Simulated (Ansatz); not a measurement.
# Te2Mo (P6_3/mmc) in Ansatz: settings compared

Aim: see how the results for Te2Mo move with the level of theory and the settings. Levels: HSE06, PBE0. Tasks: band structure.

Everything below comes from runs of Ansatz 0.2.0. Logs are shortened: lines on timing, memory, paths and dates and some standing lists are left out, and cuts for length are marked.

**Experimental background.**

“Broadband infrared study of pressure-tunable Fano resonance and metallization transition in 2H-MoTe2”, 2022, pmc:9569381 quotes, for a bulk crystal of Te2Mo at 300 K: band gap 0.88 ± 0.05 eV (indirect).

The results are compared with them further down.

## Step 1: The crystal as given

Symmetry: P6_3/mmc, No. 194, hexagonal system. Conventional cell: a = 3.518 Å, b = 3.518 Å, c = 13.974 Å, α = 90.00°, β = 90.00°, γ = 120.00°. Te (site symmetry 3m) is surrounded by 3 Mo at 2.72 Å. Around Mo (site symmetry -6m2) lie 6 Te at 2.72 Å.

## Step 2: Band structure, HSE06

input reads:

```
crystal:
  lattice:
    - [3.5182, 0.0, 0.0]
    - [-1.7591, 3.0468505756, 0.0]
    - [0.0, 0.0, 13.9736]
  atoms:
    - { symbol: Te, position: [0.6666666667, 0.3333333333, 0.379] }
    - { symbol: Te, position: [0.3333333333, 0.6666666667, 0.879] }
    - { symbol: Te, position: [0.6666666667, 0.3333333333, 0.121] }
    - { symbol: Te, position: [0.3333333333, 0.6666666667, 0.621] }
    - { symbol: Mo, position: [0.6666666667, 0.3333333333, 0.75] }
    - { symbol: Mo, position: [0.3333333333, 0.6666666667, 0.25] }
hamiltonian:
  xc: hse06
  pseudopotentials: { kind: paw }
kpoints:
  mp_grid: { grid: [6, 6, 2] }
  band_path:
    path:
      - [[0.0, 0.0, 0.0], [0.5, 0.0, 0.0], [0.3333333333, 0.3333333333, 0.0], [0.0, 0.0, 0.0], [0.0, 0.0, 0.5], [0.5, 0.0, 0.5], [0.3333333333, 0.3333333333, 0.5], [0.0, 0.0, 0.5]]
      - [[0.5, 0.0, 0.5], [0.5, 0.0, 0.0]]
      - [[0.3333333333, 0.3333333333, 0.0], [0.3333333333, 0.3333333333, 0.5]]
    npoints: 4
scf:
  occupations: { method: fermi_dirac, width: 0.05 }
  n_extra_bands: 15
output:
  forces: true
  stress: true
  eigenvalues: true
  fatbands: false
  write_density: true
  write_potential: true
  elf: true
  volumetric_format: npy
```

Potentials or basis: Ansatz PAW.

What it wrote:

```text
Warning: output.stress: scf.convergence.dr2_threshold = 1e-7 eV (the SCF's general default) is looser than the 6e-10 eV advised for a printed stress (1e-10 eV for each atom of the cell: 6). What an SCF threshold leaves in a stress goes as its square root, and in the free energy as the threshold itself, and one threshold admits the most on a small cell: of the crystals measured, under no hybrid functional and no lock of the moments, on runs that ended without the residual-converged pass, on stresses that held no estimate of that error, the worst erred by over 100 MPa in a component at 1e-7 eV an atom and by under 5 at 1e-10. Set scf.convergence.dr2_threshold to 6e-10 eV or tighter. The threshold is an SCF's pass mark: one that does not reach it within its budget of iterations ends unconverged, or closes short of it on a stop that the run arms, and scf.convergence.dr2_threshold's page says what that costs each kind of run
Warning: output.stress: scf.exx.energy_threshold = 1e-6 eV is looser than the 6e-8 eV advised for a stress under a hybrid functional (1e-8 eV for each atom of the cell: 6). Every SCF of the exchange loop can meet its threshold on dr2 while the loop round them stops early: no threshold on dr2 bounds what that leaves in the stress. Set scf.exx.energy_threshold to 6e-8 eV or tighter. The threshold is the loop's pass mark: a loop that does not reach it within its budget of cycles ends unconverged, and scf.exx.energy_threshold's page has the law
scf.n_extra_bands = 15 over 46 filled bands (N_el = 92.0): the run solves 61 bands
GPUs: using 1 of 1 available (devices: 1).
Engine: ansatz 0.2.0, x86_64-unknown-linux-gnu
Pseudopotentials: kind: paw
Pseudopotential: Te, paw, valence charge 16, recommended cutoff 420 eV (normal), Te.paw.azcp
Pseudopotential: Mo, paw, valence charge 14, recommended cutoff 420 eV (normal), Mo.paw.azcp
Functional definition: HSE06
  parameter a = 0.25
  parameter omega = 0.11/bohr
  exchange = pbe_x - a*pbe_x_sr(omega) + a*exact_x_sr(omega)
  correlation = pbe_c
device memory: the entry about to start is reckoned to put 2.0 GiB on a device that reports 42.9 GiB free (of which the cap on the GPU budget leaves the run 18.0 GiB)
GPU FFT provider: cuFFT
GPU libraries: cuBLAS 13.8.2, cuFFT 12.4.0, cuSOLVER 12.3.4
Crystal: 6 atoms, lattice volume = 149.789 Å³
Basis set: ecut = 420 eV, 2909 PW (Γ), exchange–correlation on 48×48×192 points (8 copies of the dense FFT grid, shifted against one another)
Bands: 61, of which v1, the nominal top of the filled ones, is band 46 counted from 1 (45 counted from 0)
Symmetry: 24 space group operations
Space group: P63/mmc (ITA 194), of the structure as read, at distance tolerance 5.3e-5 Å
k-points: 14 of 72
Non-local potential: Te, projectors of the file, l = 0: 2, l = 1: 2, l = 2: 2, l = 3: 2
Non-local potential: Mo, projectors of the file, l = 0: 3, l = 1: 2, l = 2: 2, l = 3: 1
PAW form: soft (Blöchl's): semilocal exchange-correlation on the pseudo side does not see the compensation charge
PAW frozen core: Te, regenerated for the run's functional, and the local potential with it (the file was generated under x = pbe(κ = 0.804, μ = 0.2195149727645171), c = pbe(β = 0.06672455060314922))
PAW frozen core: Mo, regenerated for the run's functional, and the local potential with it (the file was generated under x = pbe(κ = 0.804, μ = 0.2195149727645171), c = pbe(β = 0.06672455060314922))
PAW one-centre angular grid: Te, 590 points (default); XC on 64 Gauss nodes
PAW one-centre angular grid: Mo, 590 points (default); XC on 64 Gauss nodes
Initial density: superposition of atomic densities (neutral atoms: chi_scale 0, normalization atom), corrected by the library's trained network
Initial wavefunctions: pseudopotential atomic-orbital guess
GPU buffer pool allocated for 55296 grid points (all kernels)
GPU transforms: local potential and band sums: pruned to the plane-wave sphere, on 24×24×96
Functional: x = pbe(κ = 0.804, μ = 0.2195149727645171), c = pbe(β = 0.06672455060314922), warm-up for x = pbe(κ = 0.804, μ = 0.2195149727645171) + 0.25 (exact − pbe) at short range (hse, ω = 0.20786987370883472 Å⁻¹), c = pbe(β = 0.06672455060314922); HSE06 as pw.x's `hse` composes it (authors' and Libxc's form: `xc: wpbeh`)
SCF iter   1: F=—  HF=-37833.387292 eV  |F-HF|=—  |Δ(HF+E_count)|=         —  Δρ=4.39e-3  dr2=1.32e-2  ethr=1.77e-3  ⟨swp⟩=11.1  Hψ=3638  notcnv=1
preconditioner: auto → none  [insulator: Δε(μ)=0.828 eV  Ē_g=8.981 eV  σ=0.050 eV  W_gap=1.00  n_scr=52 (ndim 8)  ℏωp=18.2 eV  f_vac=0.021  D(μ)=0.00/eV (n_scr^D=0)]
SCF iter   2: F=—  HF=-37833.402859 eV  |F-HF|=—  |Δ(HF+E_count)|=   1.56e-2  Δρ=3.88e-3  dr2=6.19e-2  ethr=1.44e-5  ⟨swp⟩=6.1  Hψ=2519  notcnv=0  defer=8
SCF iter   3: F=—  HF=-37833.399552 eV  |F-HF|=—  |Δ(HF+E_count)|=   3.31e-3  Δρ=2.56e-3  dr2=2.16e-2  ethr=1.44e-5  ⟨swp⟩=4.4  Hψ=2258  notcnv=0  defer=1
SCF iter   4: F=—  HF=-37833.399503 eV  |F-HF|=—  |Δ(HF+E_count)|=   4.84e-5  Δρ=1.03e-3  dr2=3.12e-3  ethr=1.44e-5  ⟨swp⟩=2.4  Hψ=1518  notcnv=0
iter 5 solved again at ethr=8.52e-8 eV; its pass at ethr=3.39e-6 eV (dr2=7.84e-5 eV) is discarded
SCF iter   5: F=—  HF=-37833.399606 eV  |F-HF|=—  |Δ(HF+E_count)|=   1.03e-4  Δρ=1.77e-4  dr2=6.91e-5  ethr=8.52e-8  ⟨swp⟩=3.1  Hψ=3131  notcnv=0
eigensolver tolerance schedule: the retry pair's looser diagonalisation over-reported the residual by 0.14 of it (diagonalisation noise at 0.14 of the residual, at the tolerance the schedule requests for it); recorded, not acted on — ethr = c·dr2/N_el stays at c = 1.0e-1
SCF iter   6: F=-37833.399621 eV  HF=-37833.399621 eV  |F-HF|=1.40e-9  |Δ(HF+E_count)|=   1.49e-5  Δρ=2.68e-5  dr2=1.13e-6  ethr=7.51e-8  ⟨swp⟩=3.0  Hψ=1570  notcnv=0
[... 23 lines left out ...]
  Residual-converged pass: ⟨swp⟩=3.0  Hψ=1723  notcnv=0  max |occ|·‖R‖ = 6.5e-6 eV (tolerance 6.7e-6 eV)  dr2=1.78e-6  dr2_onsite=8.68e-9  max |Δocc| = 1.3e-14
hybrid outer 1: dexx = +1.605e-2 eV, tail = 2.08e-4 eV
GPU FFT provider: cuFFT
GPU libraries: cuBLAS 13.8.2, cuFFT 12.4.0, cuSOLVER 12.3.4
GPU buffer pool allocated for 55296 grid points (all kernels)
GPU transforms: local potential and band sums: pruned to the plane-wave sphere, on 24×24×96
Exchange kernel: α = 0.2500, screened, ω = 0.2079 Å⁻¹, Wigner–Seitz truncation, v(0) = 1046.0996 eV·Å³, q-mesh 6×6×2, nearest image of the exchange supercell L = 21.11 Å, pair-density grid 15×15×60, without the augmentation charges, whose exchange is taken in its separable form by FFT convolution over the k-point mesh (sized by the pseudopotential files, 24×24×96 at the most), smooth part of the exact exchange by density-matrix convolution in up to 5.15 GiB of GPU memory as planned if the GPU has room (build and FFT work areas not counted)
Frozen-core exchange: fock
SCF iter   1: F=—  HF=-37855.111720 eV  |F-HF|=—  |Δ(HF+E_count)|=         —  Δρ=4.52e-5  dr2=4.97e-6  ethr=1.13e-6  ⟨swp⟩=3.5  Hψ=1734  notcnv=0
preconditioner: auto → none  [insulator: Δε(μ)=1.238 eV  Ē_g=10.173 eV  σ=0.050 eV  W_gap=1.00  n_scr=52 (ndim 8)  ℏωp=18.2 eV  f_vac=0.020  D(μ)=0.00/eV (n_scr^D=0)]
SCF iter   2: F=—  HF=-37855.111723 eV  |F-HF|=—  |Δ(HF+E_count)|=   2.79e-6  Δρ=5.83e-5  dr2=1.84e-5  ethr=5.27e-9  ⟨swp⟩=4.1  Hψ=2209  notcnv=0
SCF iter   3: F=—  HF=-37855.111721 eV  |F-HF|=—  |Δ(HF+E_count)|=   1.99e-6  Δρ=2.16e-5  dr2=1.40e-6  ethr=5.27e-9  ⟨swp⟩=3.3  Hψ=1637  notcnv=0
SCF iter   4: F=—  HF=-37855.111721 eV  |F-HF|=—  |Δ(HF+E_count)|=   2.42e-7  Δρ=6.77e-6  dr2=4.85e-8  ethr=1.49e-9  ⟨swp⟩=2.6  Hψ=1521  notcnv=0  defer=2
SCF iter   5: F=-37855.111721 eV  HF=-37855.111721 eV  |F-HF|=8.95e-10  |Δ(HF+E_count)|=  3.57e-10  Δρ=1.72e-6  dr2=2.05e-9  ethr=5.17e-11  ⟨swp⟩=4.6  Hψ=2491  notcnv=0  defer=2
SCF 3 converged in 5 iterations: F = -37855.111721 eV  dr2 = 2.05e-9
  Residual-converged pass: ⟨swp⟩=3.4  Hψ=2100  notcnv=0  max |occ|·‖R‖ = 7.4e-7 eV (tolerance 7.7e-7 eV)  dr2=2.11e-9  dr2_onsite=6.03e-10  max |Δocc| = 4.4e-16
hybrid outer 2: dexx = +8.603e-7 eV, tail = 2.94e-8 eV, Δε = 1.85e-3 eV (about 5.28e-5 eV left of the loop's levels), ΔF = 3.82e-3 eV/Å (tail 5.21e-4)
device memory: the entry about to start is reckoned to put 1.2 GiB on a device that reports 41.9 GiB free (of which the cap on the GPU budget leaves the run 18.0 GiB)
NSCF: frozen V_eff on 39 k-points
hybrid SCF converged: 2 outer / 14 inner (+6 warm-up), last move |dexx| = 8.60e-7 eV, tail = 2.94e-8 eV
Stability not checked: this state was not tested for a lower state beside it, because the functional holds exact exchange (a hybrid, or Hartree-Fock), whose exchange loop this test does not read (fock_operator; see scf.lower_state_search)
Free energy (F): -37855.111721 eV
Frozen-core exchange: fock
Harris-Foulkes:  -37855.111721 eV  (|F-HF|=8.95e-10)
Internal energy: -37855.111720 eV  (E = F + TS)
E sigma→0 (E₀):  -37855.111721 eV
Entropy (-TS):   -0.000001 eV (-0.000 meV/atom)
Fermi energy:    12.756480 eV
--- Per-component energies (eV) ---
  E_band       = -1339.730493
  E_kinetic    = 1605.416948
  E_local      = -7371.847188  (includes V_loc(G=0)·N_el)
  E_nonlocal   = -961.948625
  E_hartree    = 4131.985922
  E_xc         = -696.269978
  E_vxc        = -701.187739  (∫ρ·V_xc dr)
  E_exx        = -264.743673  (= α·E_x^exact, valence–valence)
  E_paw        = -24979.481566  (= ΣΔE_a)
  E_vpaw       = -1644.648261  (= ΣTr[D̂ρ^β])
  E_aug_tail   = -0.000617  (compensation charges beyond the density's cutoff)
  E_ewald      = -9316.621616
  E_core_change = -1.601326  (= ΣΔE_core)
  E_smearing   = -0.000001  (= −TS)
  E_closure    = -0.000001  (closes the sum)
  Σ components = -37855.111721   (vs F -37855.111721, Δ=0.00e0)
--- Forces (eV/Å), atoms counted from 1 ---
  atom   1  Te     0.00000000    -0.00000000    -0.34252541
  atom   2  Te    -0.00000000     0.00000000    -0.34252541
  atom   3  Te    -0.00000000    -0.00000000     0.34252541
  atom   4  Te    -0.00000000     0.00000000     0.34252541
  atom   5  Mo    -0.00000000    -0.00000000     0.00000000
  atom   6  Mo     0.00000000     0.00000000     0.00000000
  max |Σ_I F_I| component: 5.55e-17 eV/Å
--- Stress (GPa, compression-positive) ---
       -0.677025      -0.000000       0.000000
       -0.000000      -0.677025       0.000000
        0.000000       0.000000      -0.733024
  P = ⅓ Tr σ = -0.6957 GPa (-6.957 kbar)
--- Band table (eV; the first three rows and the last of 14) ---
  k-point 0: bands = ["-52.6882", "-52.6882", "-27.0680", "-27.0680", "-27.0676", "-27.0676", "-27.0541", "-27.0541", "-27.0539", "-27.0539", "-26.9922", "-26.9922", "-26.9903", "-26.9903", "-26.9782", "-26.9782", "-26.9765", "-26.9765", "-26.9663", "-26.9647", "-26.9560", "-26.9544", "-25.4520", "-25.4520", "-25.2677", "-25.2677", "-25.2677", "-25.2677", "-2.2262", "-1.8644", "-1.2553", "-0.6782", "5.5500", "7.0066", "8.6627", "10.0160", "10.0160", "10.0346", "10.0346", "10.9692", "10.9692", "10.9825", "11.0115", "11.0115", "11.7098", "12.1673", "15.6545", "15.6545", "15.7985", "15.7985", "15.9100", "15.9100", "16.2046", "16.2046", "18.7066", "19.1049", "20.0896", "20.6185", "21.3636", "21.9072", "21.9072"]
  k-point 1: bands = ["-52.6882", "-52.6882", "-27.0678", "-27.0678", "-27.0678", "-27.0678", "-27.0540", "-27.0540", "-27.0540", "-27.0540", "-26.9913", "-26.9913", "-26.9913", "-26.9913", "-26.9773", "-26.9773", "-26.9773", "-26.9773", "-26.9656", "-26.9656", "-26.9552", "-26.9552", "-25.4520", "-25.4520", "-25.2677", "-25.2677", "-25.2677", "-25.2677", "-2.0877", "-2.0877", "-0.9287", "-0.9287", "6.1123", "6.1123", "9.8603", "9.8603", "10.0251", "10.0251", "10.0251", "10.0251", "10.9905", "10.9905", "10.9905", "10.9905", "12.0515", "12.0515", "15.6949", "15.6949", "15.6949", "15.6949", "16.0881", "16.0881", "16.0881", "16.0881", "18.9852", "18.9852", "20.8475", "20.8475", "20.9727", "20.9727", "22.1408"]
  k-point 2: bands = ["-52.6850", "-52.6850", "-27.0650", "-27.0646", "-27.0615", "-27.0611", "-27.0599", "-27.0595", "-27.0482", "-27.0480", "-26.9949", "-26.9934", "-26.9929", "-26.9921", "-26.9871", "-26.9855", "-26.9790", "-26.9771", "-26.9634", "-26.9624", "-26.9526", "-26.9513", "-25.4299", "-25.4298", "-25.3157", "-25.3157", "-25.2770", "-25.2770", "-1.7948", "-1.4396", "-0.9388", "-0.4046", "6.0186", "7.4354", "8.4263", "9.1148", "9.2001", "9.7911", "10.3646", "10.4121", "10.4438", "10.5124", "10.7521", "11.0440", "11.6608", "11.7678", "14.4964", "14.7933", "14.8038", "15.0640", "15.0871", "15.4615", "15.8510", "16.2146", "19.4156", "20.0665", "20.6101", "20.6609", "20.8927", "21.0469", "21.4270"]
  k-point 13: bands = ["-52.6738", "-52.6738", "-27.0774", "-27.0774", "-27.0482", "-27.0482", "-27.0408", "-27.0408", "-27.0396", "-27.0396", "-27.0166", "-27.0166", "-27.0003", "-27.0003", "-26.9847", "-26.9847", "-26.9841", "-26.9841", "-26.9582", "-26.9582", "-26.9410", "-26.9410", "-25.4161", "-25.4161", "-25.3739", "-25.3739", "-25.3541", "-25.3541", "0.6163", "0.6163", "0.8374", "0.8374", "6.7902", "6.7902", "6.9180", "6.9180", "7.6837", "7.6837", "8.0784", "8.0784", "9.0592", "9.0592", "9.8599", "9.8599", "11.9607", "11.9607", "13.5775", "13.5775", "14.2826", "14.2826", "15.1637", "15.1637", "16.5439", "16.5439", "17.8059", "17.8059", "18.7929", "18.7929", "20.2721", "20.2721", "21.8725"]
```

Wall time 2.6 min (1 × NVIDIA H100 80GB HBM3 with 2 threads of AMD EPYC 7R13 (Zen 3), shared host); peak memory 3.1 GiB.

What came out:

```yaml
Free_energy: -37855.1117 eV
Pressure: -0.7 GPa
Largest_force: 0.343 eV/Å
Band_gap_on_the_k_mesh: 1.24 eV, indirect (least direct gap 1.46 eV)
Band_gap_along_the_path: 1.24 eV, indirect (least direct gap 1.46 eV)
```

Forces in eV/Å, atoms in the order of the input:
```
Te   0.000  0.000 -0.343
Te   0.000  0.000 -0.343
Te   0.000  0.000  0.343
Te   0.000  0.000  0.343
Mo   0.000  0.000  0.000
Mo   0.000  0.000  0.000
```

Levels at the corners of the path, in eV from the valence-band top:
| point | band 43 | band 44 | band 45 | band 46 | band 47 | band 48 | band 49 | band 50 |
| --- | --- | --- | --- | --- | --- | --- | --- | --- |
| Γ | -1.16 | -1.16 | -0.46 | 0.00 | 3.49 | 3.49 | 3.63 | 3.63 |
| M | -1.17 | -1.10 | -0.72 | -0.41 | 1.74 | 1.81 | 1.98 | 2.36 |
| K | -2.13 | -2.13 | -0.31 | -0.06 | 1.40 | 1.40 | 1.60 | 2.75 |
| Γ | -1.16 | -1.16 | -0.46 | 0.00 | 3.49 | 3.49 | 3.63 | 3.63 |
| A | -1.18 | -1.18 | -0.12 | -0.12 | 3.53 | 3.53 | 3.53 | 3.53 |
| L | -1.12 | -1.12 | -0.57 | -0.57 | 1.77 | 1.77 | 2.19 | 2.19 |
| H | -2.31 | -2.31 | -0.21 | -0.21 | 1.41 | 1.41 | 2.12 | 2.12 |
| A | -1.18 | -1.18 | -0.12 | -0.12 | 3.53 | 3.53 | 3.53 | 3.53 |
| L | -1.12 | -1.12 | -0.57 | -0.57 | 1.77 | 1.77 | 2.19 | 2.19 |
| M | -1.17 | -1.10 | -0.72 | -0.41 | 1.74 | 1.81 | 1.98 | 2.36 |
| K | -2.13 | -2.13 | -0.31 | -0.06 | 1.40 | 1.40 | 1.60 | 2.75 |
| H | -2.31 | -2.31 | -0.21 | -0.21 | 1.41 | 1.41 | 2.12 | 2.12 |

Caveat: spin-orbit coupling is left out, which moves the levels of the heavy elements; this functional lacks dispersion, which binds the layers, so the pressure and a relaxed spacing across them are unreliable; the PAW data sets come from PBE, with cores solved anew for the run's functional, which leaves a small shift of forces and pressure; the thresholds are loose for stress.

## Step 3: Band structure, PBE0

Edit input of step 2 so:

```diff
@@ -13,3 +13,3 @@
 hamiltonian:
-  xc: hse06
+  xc: pbe0
   pseudopotentials: { kind: paw }
@@ -31,5 +31 @@
   fatbands: false
-  write_density: true
-  write_potential: true
-  elf: true
-  volumetric_format: npy
```

Potentials or basis: Ansatz PAW.

Run time: 2.8 min. Hardware: 1 × NVIDIA H100 80GB HBM3 with 2 threads of AMD EPYC 7R13 (Zen 3), shared host; peak memory 3.1 GiB.

The run converged. Its results:

```
Free energy             : -37850.9147 eV
Pressure                : -0.7 GPa
Largest force           : 0.347 eV/Å
Band gap on the k mesh  : 1.88 eV, indirect (least direct gap 2.10 eV)
Band gap along the path : 1.88 eV, indirect (least direct gap 2.10 eV)
```

Forces in eV/Å, atoms in the order of the input:
```
Te   0.000  0.000 -0.347
Te   0.000  0.000 -0.347
Te   0.000  0.000  0.347
Te   0.000  0.000  0.347
Mo   0.000  0.000  0.000
Mo   0.000  0.000  0.000
```

Levels at the corners of the path, in eV from the valence-band top:
```tsv
point	band 43	band 44	band 45	band 46	band 47	band 48	band 49	band 50
Γ	-1.17	-1.17	-0.46	0.00	4.17	4.17	4.32	4.32
M	-1.20	-1.12	-0.72	-0.41	2.41	2.48	2.68	3.07
K	-2.16	-2.16	-0.32	-0.04	2.06	2.06	2.26	3.44
Γ	-1.17	-1.17	-0.46	0.00	4.17	4.17	4.32	4.32
A	-1.19	-1.19	-0.12	-0.12	4.21	4.21	4.21	4.21
L	-1.14	-1.14	-0.57	-0.57	2.44	2.44	2.89	2.89
H	-2.34	-2.34	-0.21	-0.21	2.07	2.07	2.79	2.79
A	-1.19	-1.19	-0.12	-0.12	4.21	4.21	4.21	4.21
L	-1.14	-1.14	-0.57	-0.57	2.44	2.44	2.89	2.89
M	-1.20	-1.12	-0.72	-0.41	2.41	2.48	2.68	3.07
K	-2.16	-2.16	-0.32	-0.04	2.06	2.06	2.26	3.44
H	-2.34	-2.34	-0.21	-0.21	2.07	2.07	2.79	2.79
```

Caveat: spin-orbit coupling is left out, which moves the levels of the heavy elements; this functional lacks dispersion, which binds the layers, so the pressure and a relaxed spacing across them are unreliable; the PAW data sets come from PBE, with cores solved anew for the run's functional, which leaves a small shift of forces and pressure; the thresholds are loose for stress.

## Step 4: Comparison with measurements

Step 2. Against the measured gap of Te2Mo, 0.88 eV (indirect; 300 K; quoted in “Broadband infrared study of pressure-tunable Fano resonance and metallization transition in 2H-MoTe2”, 2022, pmc:9569381), the calculated 1.24 eV is off by +0.36 eV. Spin-orbit coupling on Mo, Te is left out. The value is that of HSE06, without temperature or zero-point motion.

Step 3. A measured gap of Te2Mo is 0.88 eV (indirect; 300 K; quoted in “Broadband infrared study of pressure-tunable Fano resonance and metallization transition in 2H-MoTe2”, 2022, pmc:9569381); the calculated 1.88 eV misses it by +1.00 eV. So large a miss can be the level of theory's own, or it may mean another phase, state or a wrong row. Spin-orbit coupling on Mo, Te is left out. The value is that of PBE0, without temperature or zero-point motion.
